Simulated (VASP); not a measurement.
# Lu (P6_3/mmc) in VASP: further runs

One crystal, Lu, is run at these levels: PBE; tasks: single point.

All numbers are computed with VASP 6.6.1; they aren't measurements. Logs are shortened: lines on timing, memory, paths and dates and some standing lists are left out, and cuts for length are marked.

## Step 1: The structure

Symmetry: P6_3/mmc, No. 194, hexagonal system. The conventional cell has a = 3.503 Å, b = 3.503 Å, c = 5.551 Å, α = 90.00°, β = 90.00°, γ = 120.00°. Around Lu (site symmetry -6m2) lie 12 Lu at 3.43 to 3.50 Å.

## Step 2: Single point, PBE

Contents of INCAR:

```
SYSTEM = Lu
  PREC = Accurate
  ENCUT = 300
  EDIFF = 1E-6
  ISMEAR = 0
  SIGMA = 0.1
  LREAL = .False.
  LASPH = .True.
  NELM = 100
  ALGO = Normal
  ISIF = 2
  LWAVE = .False.
  LCHARG = .False.
  GGA = PE
  ADDGRID = .False.
```

Contents of KPOINTS:

```
regular mesh
0
Gamma
  11 11 6
  0 0 0
```

Contents of POSCAR:

```
Lu
1.0
    3.5031000000      0.0000000000      0.0000000000
   -1.7515500000      3.0337735920      0.0000000000
    0.0000000000      0.0000000000      5.5509000000
Lu
2
Direct
    0.6483880000      0.2977880000      0.7516770000
    0.3414390000      0.6668870000      0.2457360000
```

Potentials or basis: VASP PAW PBE potentials, release 64 (Lu_3), 4f in core.

The run is started by

```sh
cat potpaw_PBE.64/Lu_3/POTCAR > POTCAR
mpirun -np 1 vasp_std > vasp.out
```

OUTCAR:

```text
SYSTEM = Lu
   PREC = Accurate
   ENCUT = 300
   EDIFF = 1E-6
   ISMEAR = 0
   LREAL = .False.
   LASPH = .True.
   NELM = 100
   ISIF = 2
   GGA = PE

 Found    364 irreducible k-points:

 Following reciprocal coordinates:
            Coordinates               Weight
  0.000000  0.000000  0.000000      1.000000
  0.090909  0.000000  0.000000      2.000000
  0.000000  0.090909  0.000000      2.000000
 -0.090909  0.090909  0.000000      2.000000
  0.181818  0.000000  0.000000      2.000000
  0.000000  0.181818  0.000000      2.000000
   k-points           NKPTS =    364   k-points in BZ     NKDIM =    364   number of bands    NBANDS=     13
   number of dos      NEDOS =    301   number of ions     NIONS =      2
   total plane-waves  NPLWV =  12800
   dimension x,y,z NGX =    20 NGY =   20 NGZ =   32
   dimension x,y,z NGXF=    40 NGYF=   40 NGZF=   64
   ions per type =               2
   NGX,Y,Z   is equivalent  to a cutoff of   9.49,  9.49,  9.58 a.u.
   NGXF,Y,Z  is equivalent  to a cutoff of  18.98, 18.98, 19.17 a.u.
 SYSTEM =  Lu
   PREC   = accura    normal or accurate (medium, high low for compatibility)
   ISTART =      0    job   : 0-new  1-cont  2-samecut
   ICHARG =      2    charge: 1-file 2-atom 10-const
   ISPIN  =      1    spin polarized calculation?
   LNONCOLLINEAR =      F non collinear calculations
   LSORBIT =      F    spin-orbit coupling
   LASPH  =      T    aspherical Exc in radial PAW
   ENCUT  =  300.0 eV  22.05 Ry    4.70 a.u.   4.95  4.95  7.84*2*pi/ulx,y,z
   NELM   =    100;   NELMIN=  2; NELMDL= -5     # of ELM steps
   EDIFF  = 0.1E-05   stopping-criterion for ELM
   LREAL  =      F    real-space projection
   EDIFFG = 0.1E-04   stopping-criterion for IOM
   NSW    =      0    number of steps for IOM
   IBRION =     -1    ionic relax: 0-MD 1-quasi-New 2-CG
   NFREE  =      0    steps in history (QN), initial steepest desc. (CG)
   ISIF   =      2    stress and relaxation
   ISYM   =      2    0-nonsym 1-usesym 2-fastsym
   POTIM  = 0.5000    time-step for ionic-motion
   TEBEG  =    0.0;   TEEND  =   0.0 temperature during run
   PSTRESS=    0.0 pullay stress
   NELECT =      18.0000    total number of electrons
   NUPDOWN=      -1.0000    fix difference up-down
   EMIN   =  10.00;   EMAX   =-10.00  energy-range for DOS
   EFERMI =   0.00;   METHOD = LEGACY
   ISMEAR =     0;   SIGMA  =   0.10  broadening in eV -4-tet -1-fermi 0-gaus
   EFERMI_NEDOS =   21; number of points for ismear=-14 and -15
   IALGO  =     38    algorithm
   IMIX   =      4    mixing-type and parameters
     AMIX     =   0.40;   BMIX     =  1.00
     AMIX_MAG =   1.60;   BMIX_MAG =  1.00
  volume/ion in A,a.u.               =      29.50       199.05
  Fermi-wavevector in a.u.,A,eV,Ry     =   1.102130  2.082723 16.526853  1.214689
  Thomas-Fermi vector in A             =   2.238568
   LORBIT       =      0    0 simple, 1 ext, 2 COOP (PROOUT), +10 PAW based schemes
   GGA     = PE    functional components
   LHFCALC =     F    Hartree Fock is set to
   AEXX    =    0.0000 exact exchange contribution
   IVDW    =     0    specifies the selected vdW correction
   LEPSILON=     F    determine dielectric tensor
   LRPA    =     F    only Hartree local field effects (RPA)
 non-spin polarized calculation
 Gauss-broadening in eV      SIGMA  =   0.10
  energy-cutoff  :      300.00
  volume of cell :       58.99
 maximum number of plane-waves:       710
   NGX =  9   NGY =  9   NGZ = 15

 number of electron      18.0000007 magnetization

 Free energy of the ion-electron system (eV)
  ---------------------------------------------------
  ext. energy  EPLUGINS =         0.00000000
  ---------------------------------------------------
  free energy    TOTEN  =        -8.90146697 eV

  energy without entropy =       -8.88504530  energy(sigma->0) =       -8.89325614

 E-fermi :   2.7747     XC(G=0):  -9.9078

 val. band max:        2.7699122415   @ k =   0.0000   0.3636   0.0000
 cond. band min:       2.7802810676   @ k =   0.2727   0.2727   0.5000
 fundamental gap:      0.0103688261
 Fermi energy:         2.7747482874

 k-point     1 :       0.0000    0.0000    0.0000
  band No.  band energies     occupation
      1     -24.2739      2.00000
      2     -23.8717      2.00000
      3     -23.8478      2.00000
      4     -23.7892      2.00000
      5     -23.7792      2.00000
      6     -23.7575      2.00000
      7      -3.2472      2.00000
      8       0.3419      2.00000
      9       3.3265      0.00000
     10       4.9436      0.00000
     11       5.0481      0.00000
     12       5.2043      0.00000
     13       5.6587      0.00000

 k-point     2 :       0.0909    0.0000    0.0000
  band No.  band energies     occupation
      1     -24.2620      2.00000
      2     -23.8854      2.00000
      3     -23.8694      2.00000
      4     -23.8152      2.00000
      5     -23.7844      2.00000
      6     -23.7625      2.00000
      7      -3.0512      2.00000
      8       0.5411      2.00000
      9       3.1835      0.00000
     10       4.5214      0.00000
     11       5.1425      0.00000
     12       5.3518      0.00000
     13       5.6017      0.00000

 k-point     3 :       0.0000    0.0909    0.0000
  band No.  band energies     occupation
      1     -24.2604      2.00000
      2     -23.8973      2.00000
      3     -23.8578      2.00000
      4     -23.8079      2.00000
      5     -23.7917      2.00000
      6     -23.7641      2.00000
      7      -3.0497      2.00000
      8       0.5473      2.00000
      9       3.2035      0.00000
     10       4.4629      0.00000
     11       5.2417      0.00000
     12       5.3376      0.00000
     13       5.7962      0.00000

 k-point     4 :      -0.0909    0.0909    0.0000
  band No.  band energies     occupation
      1     -24.2615      2.00000
      2     -23.8900      2.00000
      3     -23.8648      2.00000
      4     -23.8136      2.00000
      5     -23.7862      2.00000
      6     -23.7630      2.00000
      7      -3.0507      2.00000
      8       0.5430      2.00000
      9       3.1891      0.00000
     10       4.5052      0.00000
     11       5.1700      0.00000
     12       5.3771      0.00000
     13       5.5931      0.00000

 k-point     5 :       0.1818    0.0000    0.0000
  band No.  band energies     occupation
      1     -24.2284      2.00000
      2     -23.9515      2.00000
      3     -23.8984      2.00000
      4     -23.8848      2.00000
      5     -23.7964      2.00000
      6     -23.7774      2.00000
      7      -2.4888      2.00000
      8       1.0761      2.00000
      9       2.8286      0.44652
     10       3.8127      0.00000
     11       4.8147      0.00000
     12       5.5104      0.00000
     13       5.6883      0.00000

 k-point     6 :       0.0000    0.1818    0.0000
  band No.  band energies     occupation
      1     -24.2218      2.00000
      2     -23.9661      2.00000
      3     -23.8832      2.00000
      4     -23.8820      2.00000
      5     -23.8008      2.00000
      6     -23.7843      2.00000
      7      -2.4818      2.00000
      8       1.1066      2.00000
      9       2.9021      0.07172
     10       3.7456      0.00000
     11       4.8338      0.00000
     12       5.2685      0.00000
     13       5.7601      0.00000

 [... further k-points ...]

------------------------ aborting loop because EDIFF is reached ----------------------------------------

  FORCE on cell =-STRESS in cart. coord.  units (eV):
  Direction    XX          YY          ZZ          XY          YZ          ZX
  --------------------------------------------------------------------------------------
  -------------------------------------------------------------------------------------
  Total       -0.0492062      0.1943495     -0.3149642     -0.0382348     -0.0224334     -0.0044044
  in kB       -1.3363832      5.2783094     -8.5540669     -1.0384145     -0.6092663     -0.1196190
  external PRESSURE =      -1.5373802 kB  Pullay stress =       0.0000000 kB

 VOLUME and BASIS-vectors are now :
 -----------------------------------------------------------------------------
  energy-cutoff  :      300.00
  volume of cell :       58.99
      direct lattice vectors                 reciprocal lattice vectors
     3.503100000  0.000000000  0.000000000     0.285461448  0.164811244  0.000000000
    -1.751550000  3.033773592  0.000000000     0.000000000  0.329622488  0.000000000
     0.000000000  0.000000000  5.550900000     0.000000000  0.000000000  0.180150967

 POSITION                                       TOTAL-FORCE (eV/Angst)
 -----------------------------------------------------------------------------------
      1.74978      0.90342      4.17248         0.040949      0.170937     -0.139690
      0.02801      2.02318      1.36406        -0.040949     -0.170937      0.139690
 -----------------------------------------------------------------------------------
    total drift:                                0.000009      0.000018      0.000003

  FREE ENERGIE OF THE ION-ELECTRON SYSTEM (eV)
  ---------------------------------------------------
  free  energy   TOTEN  =        -8.9014669730 eV

  energy  without entropy=       -8.8850453011  energy(sigma->0) =       -8.89325614
```

Run time: 42 s. Hardware: 1 thread of Intel Xeon 6975P-C (Granite Rapids), shared host; peak memory 0.22 GiB.

These settings aren't checked as converged: the numbers below hold their error.

What came out:

```
Free energy            : -8.9015 eV
Pressure               : -0.2 GPa
Largest force          : 0.225 eV/Å
Band gap on the k mesh : none (metal or under the smearing width)
```

## Step 3: Single point, PBE

Edit INCAR of step 2 so:

```diff
@@ -2,3 +2,3 @@
   PREC = Accurate
-  ENCUT = 300
+  ENCUT = 550
   EDIFF = 1E-6
```

Contents of KPOINTS:

```
regular mesh
0
Gamma
  8 8 5
  0 0 0
```

Contents of POSCAR:

```
Lu
1.0
    3.5031000000      0.0000000000      0.0000000000
   -1.7515500000      3.0337735920      0.0000000000
    0.0000000000      0.0000000000      5.5509000000
Lu
2
Direct
    0.6666666667      0.3333333333      0.7500000000
    0.3333333333      0.6666666667      0.2500000000
```

Potentials or basis: VASP PAW PBE potentials, release 64 (Lu_3), 4f in core.

The run is started by

```sh
cat potpaw_PBE.64/Lu_3/POTCAR > POTCAR
mpirun -np 1 vasp_std > vasp.out
```

Run time: 11 s. Hardware: 1 thread of Intel Xeon 6975P-C (Granite Rapids), shared host; peak memory 0.18 GiB.

These settings aren't checked as converged: the numbers below hold their error.

Results:

| Quantity | Value |
| --- | --- |
| Free energy | -8.9055 eV |
| Pressure | 0.0 GPa |
| Band gap on the k mesh | none (metal or under the smearing width) |

## Step 4: Single point, PBE

INCAR is that of step 3.

KPOINTS is that of step 3.

Contents of POSCAR:

```
Lu
1.0
    3.5031000000      0.0000000000      0.0000000000
   -1.7515500000      3.0337735920      0.0000000000
    0.0000000000      0.0000000000      5.5509000000
Lu
2
Direct
    0.6483880000      0.2977880000      0.7516770000
    0.3414390000      0.6668870000      0.2457360000
```

The run is started by

```sh
cat potpaw_PBE.64/Lu_3/POTCAR > POTCAR
mpirun -np 1 vasp_std > vasp.out
```

Wall time 47 s (1 thread of Intel Xeon 6975P-C (Granite Rapids), shared host); peak memory 0.26 GiB.

The run converged, but some of its settings lie outside the range that counts as converged, so its numbers aren't taken as properties of the crystal.

What came out:

```yaml
Free_energy: -8.8950 eV
Pressure: 0.1 GPa
Largest_force: 0.207 eV/Å
Band_gap_on_the_k_mesh: none (metal or under the smearing width)
```

## Step 5: For comparison

An earlier run on the cell as given: functional PBE; potentials or basis VASP PAW PBE potentials, release 64 (Lu); cutoff 520 eV; k mesh 9 × 9 × 5; occupations fermi-dirac, width 0.05 eV; no spin polarisation.

* Pressure: -0.4 GPa
* Band gap on the k mesh: none (metal or under the smearing width)
